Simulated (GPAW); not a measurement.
Write an ASE script for GPAW 26.7.0 that does the following.

- Task: equation of state
- Functional: BLYP
- Dispersion: D4
- Potentials or basis: PAW data sets generated in the run's folder for this functional
- Cutoff: 600 eV
- Basis: pw
- k mesh: 9 × 9 × 9
- Occupations: fermi-dirac, width 0.05 eV
- Spin: no spin polarisation
- Eigensolver: davidson
- Maxiter: 150
- Eos scales: [0.94, 0.96, 0.98, 1.0, 1.02, 1.04, 1.06]

The structure of Pb lies in Pb.cif:

```cif
data_Pb
_cell_length_a 3.50020685
_cell_length_b 3.50020685
_cell_length_c 3.50020685
_cell_angle_alpha 60.00000000
_cell_angle_beta 60.00000000
_cell_angle_gamma 60.00000000
_space_group_name_H-M_alt 'P1'
_space_group_name_Hall 'P 1'
_space_group_IT_number 1
loop_
_space_group_symop_operation_xyz
'x,y,z'
loop_
_atom_site_label
_atom_site_type_symbol
_atom_site_symmetry_multiplicity
_atom_site_Wyckoff_symbol
_atom_site_fract_x
_atom_site_fract_y
_atom_site_fract_z
_atom_site_occupancy
Pb1 Pb 1 a 0.0000000000 0.0000000000 0.0000000000 1
```

The input as run:

run.py

```python
from ase.calculators.mixing import SumCalculator
from ase.eos import EquationOfState
from ase.io import Trajectory, read
from ase.units import GPa
from dftd4.ase import DFTD4
from gpaw import GPAW, PW, setup_paths

setup_paths.insert(0, '.')

atoms = read('Pb.cif')

traj = Trajectory('eos.traj', 'w')
volumes, energies = [], []
for x in [0.94, 0.96, 0.98, 1.0, 1.02, 1.04, 1.06]:
    a = atoms.copy()
    a.set_cell(atoms.cell * x**(1 / 3), scale_atoms=True)
    calc = GPAW(mode=PW(600),
                xc='BLYP',
                kpts={'size': (9, 9, 9), 'gamma': True},
                occupations={'name': 'fermi-dirac', 'width': 0.05},
                nbands=14,
                convergence={'density': 1e-05, 'energy': 1e-05},
                eigensolver='davidson',
                maxiter=150,
                txt=f'eos-{x:.2f}.txt')
    a.calc = SumCalculator([calc, DFTD4(method='blyp')])
    energies.append(a.get_potential_energy())
    volumes.append(a.get_volume())
    p = -a.get_stress()[:3].mean() / GPa
    calc.write(f'eos-{x:.2f}.gpw')
    traj.write(a)
    print(f'{x:.2f} {volumes[-1]:10.4f} A^3 {energies[-1]:14.6f} eV {p:9.3f} GPa', flush=True)

v0, e0, B = EquationOfState(volumes, energies, eos='birchmurnaghan').fit()
print(f'V0 = {v0:.4f} A^3, E0 = {e0:.6f} eV, B0 = {B / GPa:.2f} GPa')
```

Potentials or basis: PAW data sets generated in the run's folder for this functional, pw.

Launch:

```sh
$ gpaw-setup -f BLYP Pb
$ OMP_NUM_THREADS=1 python run.py
```

It gave:

* Equilibrium volume: 31.41 Å³/atom
* Bulk modulus: 40 GPa
* Pressure derivative of the bulk modulus: 5.4 (rough: it moves with the points fitted)

It took 47 s on 1 thread of Arm Neoverse V2, with other jobs on the host, peak memory 0.23 GiB.
